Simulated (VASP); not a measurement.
Data:

```xyz
4
Lattice="1.3365 -2.3502 0.0000 1.3365 2.3502 0.0000 0.0000 0.0000 4.4052" Properties=species:S:1:pos:R:3 pbc="T T T"
Be     1.3365    -0.7834     2.2027
Be     1.3365     0.7834     0.0002
O      1.3365    -0.7834     3.8676
O      1.3365     0.7834     1.6650
```

All values below come from PBE GGA, VASP's PBE PAW potentials (set 64) (plane waves; VASP). Settings: 600 eV cut-off, 8×8×6 Γ-centred mesh, Gaussian smearing of 0.050 eV, potentials Be O.

Question: Which forces act on the atoms, in eV/Å?

Answer: 
```json
[
 {"atom": "Be1", "Fx": "0.000", "Fy": "0.051", "Fz": "0.037"},
 {"atom": "Be2", "Fx": "0.000", "Fy": "-0.051", "Fz": "0.037"},
 {"atom": "O3", "Fx": "0.000", "Fy": "0.080", "Fz": "-0.037"},
 {"atom": "O4", "Fx": "0.000", "Fy": "-0.080", "Fz": "-0.037"}
]
```

Question: Give the stress tensor in GPa (positive for a compressed cell).

Answer: 
```
6.82  0.00  0.00
0.00  1.18  0.00
0.00  0.00  0.97
```
The pressure is its mean diagonal, 2.99 GPa.

The compound is BeO in the wurtzite structure. This cell was strained or had an atom moved on purpose.
